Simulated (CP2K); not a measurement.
ZrN:

```
Zr N
1.0
     3.25269    0.00000    0.00000
     1.62635    2.81691    0.00000
     1.62635    0.93897    2.65581
Zr N
1 1
Cartesian
  3.2527 1.8779 1.3279
  0.0000 0.0000 0.0000
```

Program: CP2K 2026.2. Alike in all runs: task band structure; no spin polarisation; cell as given; k mesh 10 × 10 × 10.

Order these runs on this cell by their pressure, lowest first.
A. level PBE; potentials or basis POTENTIAL_UZH Zr GTH-PBE-q12, N GTH-PBE-q5; TZVP-MOLOPT-PBE-GTH basis; smearing fermi-dirac 0.05 eV; NGRIDS 4; points a segment of the path (NPOINTS) 10; bands added on the path 4; CUTOFF of the grids 450 Ry
B. level LDA; potentials or basis GTH_POTENTIALS Zr GTH-PADE-q12, N GTH-PADE-q5; TZVP-MOLOPT-PBE-GTH basis; smearing fermi-dirac 0.1 eV; NGRIDS 5; points a segment of the path (NPOINTS) 10; bands added on the path 2; CUTOFF of the grids 450 Ry
C. level r2SCAN; potentials or basis POTENTIAL_UZH Zr GTH-SCAN-q12, N GTH-SCAN-q5; TZVP-MOLOPT-SCAN-GTH basis; smearing fermi-dirac 0.0259 eV; NGRIDS 4; points a segment of the path (NPOINTS) 8; bands added on the path 6; CUTOFF of the grids 700 Ry
D. level PBEsol; potentials or basis POTENTIAL_UZH Zr GTH-PBE-q12, N GTH-PBE-q5; TZVP-MOLOPT-PBE-GTH basis; smearing fermi-dirac 0.05 eV; NGRIDS 4; points a segment of the path (NPOINTS) 10; bands added on the path 2; CUTOFF of the grids 450 Ry

B (-13.1 GPa), D (-4.6 GPa), C (-0.1 GPa), A (1.5 GPa).

Caveats: the basis of atomic orbitals isn't converged, which shifts pressures, moduli and gaps; the potentials were made for another functional, which shifts forces and pressure (some runs).
